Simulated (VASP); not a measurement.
Here is a VASP 6.6.1 calculation.

POSCAR

```
AlN                                     
1.0
    3.1561577557      0.0000000000      0.0000000000
    0.0000000000      5.1129755643      0.0000000000
    0.0000000000      0.0000000000      5.2704340428
  Al              N             
     4     4
Direct
     0.0000000000000000    0.9994375226220024    0.3323095955063842
     0.5000000000000000    0.9994375226220024    0.8323095955063842
     0.5000000000000000    0.4994375226220023    0.1676904044936158
     0.0000000000000000    0.4994375226220023    0.6676904044936158
     0.0000000000000000    0.6225624773779975    0.3298075553693750
     0.5000000000000000    0.6225624773779975    0.8298075553693751
     0.5000000000000000    0.1225624773779976    0.1701924446306250
     0.0000000000000000    0.1225624773779976    0.6701924446306249
```

File INCAR.step1:

```
SYSTEM = AlN
PREC = Accurate ; ENCUT = 520
EDIFF = 1E-6 ; ISMEAR = 0
SIGMA = 0.02 ; LREAL = .FALSE.
LASPH = .TRUE. ; NELM = 100
ALGO = Normal ; ISIF = 2
LWAVE = .FALSE. ; LCHARG = .TRUE.
GGA = CA ; KPAR = 2
```

The input KPOINTS.step1:

```
regular mesh
0
G
  8 5 5
  0 0 0
```

File INCAR.step2:

```
SYSTEM = AlN
PREC = Accurate ; ENCUT = 520
EDIFF = 1E-6 ; ISMEAR = 0
SIGMA = 0.05 ; LREAL = .FALSE.
LASPH = .TRUE. ; NELM = 100
ALGO = Normal ; ISIF = 2
LWAVE = .FALSE. ; LCHARG = .FALSE.
GGA = CA ; ICHARG = 11
KPAR = 2
```

File KPOINTS.step2:

```
path GXSYGZURTZ,YT,UX,SR
10
line-mode
reciprocal
 0.0000000000  0.0000000000  0.0000000000  G
 0.5000000000  0.0000000000  0.0000000000  X

 0.5000000000  0.0000000000  0.0000000000  X
 0.5000000000  0.5000000000  0.0000000000  S

 0.5000000000  0.5000000000  0.0000000000  S
 0.0000000000  0.5000000000  0.0000000000  Y

 0.0000000000  0.5000000000  0.0000000000  Y
 0.0000000000  0.0000000000  0.0000000000  G

 0.0000000000  0.0000000000  0.0000000000  G
 0.0000000000  0.0000000000  0.5000000000  Z

 0.0000000000  0.0000000000  0.5000000000  Z
 0.5000000000  0.0000000000  0.5000000000  U

 0.5000000000  0.0000000000  0.5000000000  U
 0.5000000000  0.5000000000  0.5000000000  R

 0.5000000000  0.5000000000  0.5000000000  R
 0.0000000000  0.5000000000  0.5000000000  T

 0.0000000000  0.5000000000  0.5000000000  T
 0.0000000000  0.0000000000  0.5000000000  Z

 0.0000000000  0.5000000000  0.0000000000  Y
 0.0000000000  0.5000000000  0.5000000000  T

 0.5000000000  0.0000000000  0.5000000000  U
 0.5000000000  0.0000000000  0.0000000000  X

 0.5000000000  0.5000000000  0.0000000000  S
 0.5000000000  0.5000000000  0.5000000000  R
```

Potentials or basis: VASP PAW LDA potentials, release 64 (Al, N).

Launch:

```sh
$ cat potpaw_LDA.64/Al/POTCAR potpaw_LDA.64/N/POTCAR > POTCAR
$ cp INCAR.step1 INCAR
$ cp KPOINTS.step1 KPOINTS
$ mpirun -np 2 vasp_std > vasp.out
$ cp INCAR.step2 INCAR
$ cp KPOINTS.step2 KPOINTS
$ mpirun -np 2 vasp_std > vasp.out
```

(1) What does it give for the band gap along the path?

(2) Estimate the band gap on the k mesh.

Answers

(1) 4.03 eV.

(2) 4.03 eV.

Caveat: the log is that of the step along the path at fixed density, whose energy, stress, charges and moments have no meaning.
